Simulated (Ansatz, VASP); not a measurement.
Ti: VASP beside Ansatz

```
CELL_PARAMETERS angstrom
2.91013 0.00000 0.00000
-1.45507 2.52025 0.00000
0.00000 0.00000 4.61675
ATOMIC_POSITIONS crystal
Ti 0.66667 0.33333 0.75000
Ti 0.33333 0.66667 0.25000
```

Change from the starting cell: volume scaled by 0.96.

Alike in both runs: task single point; functional PBE; k mesh 10 × 10 × 6; occupations fermi-dirac, width 0.05 eV; no spin polarisation.

|  | VASP | Ansatz |
| --- | --- | --- |
| version | VASP 6.6.1 | Ansatz 0.2.0 |
| potentials or method | VASP PAW PBE potentials, release 64 (Ti_sv), cutoff 520 eV | all-electron LAPW, scalar-relativistic |

|  | VASP | Ansatz | Ansatz less VASP |
| --- | --- | --- | --- |
| gap on the k mesh at the Fermi level (eV) | none | none | - |
| pressure (GPa) | 2.6 | 3.2 | +0.54 |
| largest component of the traceless stress (GPa) | 0.30 | 0.30 | -0.005 |

A gap of «none» marks a metal or a gap that the smearing closes. Ansatz ran all-electron here, so the differences hold the error of VASP's frozen core and of both bases.
